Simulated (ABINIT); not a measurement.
The system is P.

```xyz
2
Lattice="1.7257 0.9963 3.1297 -1.7257 0.9963 3.1297 0.0000 -1.9927 3.1297" Properties=species:S:1:pos:R:3 pbc="T T T"
P     0.0000    0.0000    7.2570
P     0.0000    0.0000    2.1321
```

This isn't the form of P at room conditions, which is orthorhombic.

- Program: ABINIT 10.8.3 (patched build)
- Task: relaxation of cell and atoms
- Functional: LDA
- Potentials or basis: PseudoDojo NC SR LDA v0.4.1 standard
- Cutoff: 653 eV
- k mesh: 7 × 7 × 7
- Occupations: fermi-dirac, width 0.05 eV
- Spin: no spin polarisation

At the start: pressure -3.3 GPa; volume 16.14 Å³/atom.

**Question.** Where does the relaxation end?

**Answer.** Over 11 steps the energy falls by 17.2 meV/atom and the volume is 15.03 Å³/atom (-6.9 %); space group R-3m (No. 166, to 0.05 Å).

Step by step:
| step | energy change (eV) | largest force (eV/Å) | pressure (GPa) | volume (Å³) |
| --- | --- | --- | --- | --- |
| 1 | 0.0000 | 0.1305 | -3.35 | 32.29 |
| 2 | -0.0070 | 0.1780 | -2.66 | 31.96 |
| 3 | -0.0237 | 0.2920 | 1.25 | 30.34 |
| 4 | -0.0263 | 0.2448 | 0.89 | 30.39 |
| 5 | -0.0341 | 0.0166 | 0.04 | 30.20 |
| 6 | -0.0342 | 0.0079 | 0.01 | 30.17 |
| 7 | -0.0343 | 0.0032 | 0.00 | 30.12 |
| 8 | -0.0343 | 0.0021 | 0.00 | 30.08 |
| 9 | -0.0343 | 0.0013 | 0.00 | 30.05 |
| 10 | -0.0343 | 0.0010 | 0.00 | 30.05 |
| 11 | -0.0343 | 0.0003 | 0.00 | 30.05 |

Final structure:
```
P
1.0
     1.71143    0.98809    2.96177
    -1.71143    0.98809    2.96177
     0.00000   -1.97619    2.96177
P
2
Cartesian
  0.0000 0.0000 6.8256
  0.0000 0.0000 2.0597
```
